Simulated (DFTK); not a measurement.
A run of DFTK 0.8.2 is set up as follows.

run.jl

```julia
using DFTK
using PseudoPotentialData
using Unitful, UnitfulAtomic
using LinearAlgebra, Printf
include("save.jl")
disable_threading()

# lattice vectors are the columns
lattice = austrip(1u"Å") * [           0.0   2.2535006075   2.2535006075;
             2.2535006075            0.0   2.2535006075;
             2.2535006075   2.2535006075            0.0]
symbols   = [:Ga, :N]
positions = [[0.0, 0.0, 0.0],
             [0.25, 0.25, 0.25]]
pseudopotentials = PseudoFamily("dojo.nc.sr.pbesol.v0_4_1.standard.upf")
elements = Dict(s => ElementPsp(s, pseudopotentials) for s in unique(symbols))
atoms    = [elements[s] for s in symbols]

build_model(lattice, positions; symmetries=true) =
    model_DFT(lattice, atoms, positions;
              functionals=PBEsol(),
              temperature=austrip(0.05u"eV"),
              smearing=Smearing.FermiDirac(),
              symmetries)
Ecut  = 42.0  # hartree
kgrid = [10, 10, 10]
tol   = 1e-6
to_GPa = ustrip(uconvert(u"GPa", 1u"hartree/bohr^3"))

model = build_model(lattice, positions)
basis = PlaneWaveBasis(model; Ecut, kgrid)
display(basis)
scfres = self_consistent_field(basis;
                               tol,
                               nbandsalg=AdaptiveBands(model; n_bands_converge=14))
display(scfres.energies)
@printf "Fermi level: %.6f eV\n" ustrip(auconvert(u"eV", something(scfres.εF, NaN)))
forces = compute_forces_cart(scfres)
println("Forces (eV/Å)")
for (s, f) in zip(symbols, forces)
    @printf "%-3s %12.6f %12.6f %12.6f\n" s ustrip.(auconvert.(u"eV/Å", f))...
end
stress = compute_stresses_cart(scfres)
println("Stress (GPa)")
display(round.(stress * to_GPa; digits=4))
println("Levels at the first k-point (eV): ", round.(ustrip.(auconvert.(u"eV", scfres.eigenvalues[1][1:scfres.n_bands_converge])); digits=4))
save_scf!(scfres; forces, stress)
```

Potentials or basis: dojo.nc.sr.pbesol.v0_4_1.standard.upf (PBEsol).

Launch:

```sh
$ julia --threads=1 run.jl  # save.jl only writes the numbers to a file and isn't shown; printed stress counts tension as positive; times include loading and compiling
```

(1) What does it give for the pressure?

(2) What does it give for the band gap on the k mesh?

Answers

(1) -0.9 GPa.

(2) 1.71 eV, direct.

**Experimental background.**

A printed reference work, textbook reports, for a bulk crystal of GaN at 0 K: band gap 3.299 eV (direct).

A measured gap of GaN is 3.299 eV (direct; 0 K; a printed reference work, textbook); the calculated 1.71 eV misses it by -1.59 eV. Spin-orbit coupling on Ga is left out. The value is that of PBEsol, without temperature or zero-point motion. Semilocal functionals fall short of measured gaps as a rule. The cell is a database's relaxed one, not the measured one, which moves gaps too.
